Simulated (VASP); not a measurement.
Set up this calculation in VASP 6.6.1, as the native input.

```
Task                   : electrostatic potential
Functional             : PBE
Potentials or basis    : VASP PAW PBE potentials, release 64 (Si, Mg)
Cutoff                 : 520 eV
k mesh                 : 8 × 8 × 8
Occupations            : gaussian, width 0.02 eV
Spin                   : no spin polarisation
Further INCAR settings : ALGO = Normal; EDIFF = 1e-06
```

The structure of Mg2Si lies in POSCAR:

```
Mg2Si
1.0
    0.0000000000      3.1650000000      3.1650000000
    3.1650000000      0.0000000000      3.1650000000
    3.1650000000      3.1650000000      0.0000000000
Si Mg
1 2
Direct
    0.0000000000      0.0000000000      0.0000000000
    0.2500000000      0.2500000000      0.2500000000
    0.7500000000      0.7500000000      0.7500000000
```

The cell was built by a generator and needn't be a form met in nature.

These files were run (other wordings do the same):

INCAR

```
  ALGO = Normal
  EDIFF = 1E-6
  ENCUT = 520
  GGA = PE
  ISIF = 2
  ISMEAR = 0
  LASPH = True
  LCHARG = True
  LREAL = False
  LVHAR = True
  LWAVE = False
  NELM = 60
  PREC = Accurate
  SIGMA = 0.02
```

KPOINTS

```
k-points
0
Gamma
  8 8 8
```

Potentials or basis: VASP PAW PBE potentials, release 64 (Si, Mg).

Run with:

```sh
$ cat potpaw_PBE.64/Si/POTCAR potpaw_PBE.64/Mg/POTCAR > POTCAR
$ mpirun -np 1 vasp_std > vasp.out
```

It gave:

```yaml
Pressure: 0.8 GPa
Band_gap_on_the_k_mesh: 0.20 eV, indirect (least direct gap 1.94 eV)
```

It took 9.6 s on 1 thread of Intel(R) Xeon(R) 6975P-C (Granite Rapids), with other jobs on the host, peak memory 0.2 GiB.
